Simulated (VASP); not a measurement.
Input of a VASP 6.6.1 run:

POSCAR

```
Ca
1.0
   -2.2767278393      2.2767278393      2.2767278393
    2.2767278393     -2.2767278393      2.2767278393
    2.2767278393      2.2767278393     -2.2767278393
Ca
1
Direct
    0.0000000000      0.0000000000      0.0000000000
```

The input INCAR.step1:

```
PREC = Accurate
ENCUT = 520
ISMEAR = 1
SIGMA = 0.15
LREAL = F
LASPH = T
NELM = 100
NBANDS = 11
GGA = PE
ALGO = Normal
EDIFF = 1E-4
LWAVE = T
LCHARG = F
```

The input INCAR.step2:

```
PREC = Accurate
ENCUT = 520
EDIFF = 1E-6
ISMEAR = 1
SIGMA = 0.15
LREAL = F
LASPH = T
NELM = 100
ALGO = Normal
ISIF = 2
LWAVE = F
LCHARG = F
METAGGA = R2SCAN
LMIXTAU = T
NBANDS = 11
ISTART = 1
```

Contents of KPOINTS:

```
regular mesh
0
Gamma
  7 7 7
```

Potentials or basis: VASP PAW PBE potentials, release 64 (Ca_sv).

Launch:

```bash
$ cat potpaw_PBE.64/Ca_sv/POTCAR > POTCAR
$ cp INCAR.step1 INCAR
$ mpirun -np 1 vasp_std > vasp.out
$ cp INCAR.step2 INCAR
$ mpirun -np 1 vasp_std > vasp.out
```

(1) What does it give for the band gap on the k mesh?

(2) Predict the pressure.

Answers

(1) none (metal or under the smearing width).

(2) -1.2 GPa.

Caveat: the PAW data sets were made with another functional, which shifts forces and pressure a little.
